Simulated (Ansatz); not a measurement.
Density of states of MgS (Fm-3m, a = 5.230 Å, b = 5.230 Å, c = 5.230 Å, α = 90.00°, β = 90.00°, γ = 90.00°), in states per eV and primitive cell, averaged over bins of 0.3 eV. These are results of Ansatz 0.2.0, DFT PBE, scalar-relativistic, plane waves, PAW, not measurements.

Settings: cutoff 420 eV, Γ-centred mesh 8×8×8 on the computed 2-atom cell, Gaussian smearing of 0.02 eV; no spin polarisation.

The cell is relaxed at this level. The states (both spins) are summed by tetrahedra on a 12×12×12 mesh at the self-consistent density. Energies are bin centres; the table starts no lower than −8 eV and ends at 6 eV, or lower where the solved bands end.

The gap is 2.76 eV at this level, with the zero inside it.

```tsv
E − E_F (eV)	total	S 3p	Mg 3s	S 3s
-6.00	0.22	0.16	0.06	0.00
-5.70	0.60	0.46	0.14	0.01
-5.40	1.29	1.05	0.20	0.03
-5.10	2.45	2.05	0.31	0.06
-4.80	0.76	0.60	0.10	0.04
-4.50	0.60	0.49	0.06	0.03
-4.20	0.94	0.83	0.06	0.03
-3.90	0.99	0.89	0.04	0.02
-3.60	1.05	0.96	0.04	0.02
-3.30	1.35	1.23	0.05	0.01
-3.00	1.92	1.80	0.05	0.01
-2.70	2.01	1.91	0.03	0.01
-2.40	2.03	1.96	0.01	0.01
-2.10	2.11	2.05	0.00	0.00
-1.80	1.22	1.20	0.00	0.00
-1.50	0.44	0.44	0.00	0.00
-1.20	0.00	0.00	0.00	0.00
-0.90	0.00	0.00	0.00	0.00
-0.60	0.00	0.00	0.00	0.00
-0.30	0.00	0.00	0.00	0.00
0.00	0.00	0.00	0.00	0.00
0.30	0.00	0.00	0.00	0.00
0.60	0.00	0.00	0.00	0.00
0.90	0.00	0.00	0.00	0.00
1.20	0.00	0.00	0.00	0.00
1.50	0.03	0.00	0.03	0.00
1.80	0.12	0.01	0.10	0.01
2.10	0.20	0.01	0.15	0.01
2.40	0.28	0.02	0.19	0.01
2.70	0.40	0.04	0.24	0.02
3.00	0.52	0.06	0.28	0.03
3.30	0.86	0.08	0.35	0.04
3.60	1.61	0.15	0.55	0.07
3.90	2.07	0.19	0.59	0.10
4.20	0.97	0.07	0.20	0.04
4.50	0.63	0.04	0.08	0.02
4.80	0.82	0.04	0.08	0.00
5.10	1.93	0.09	0.17	0.01
5.40	1.31	0.07	0.12	0.01
5.70	1.23	0.05	0.10	0.01
```

The columns after the total are the Löwdin projections on the occupied valence shells of the potentials. The rest of the total lies in shells that are empty in the free atom, which aren't projected, and between the atoms.

Cost: 1 run of about 0.2 core-minutes, on Arm Neoverse V1 (shared hosts).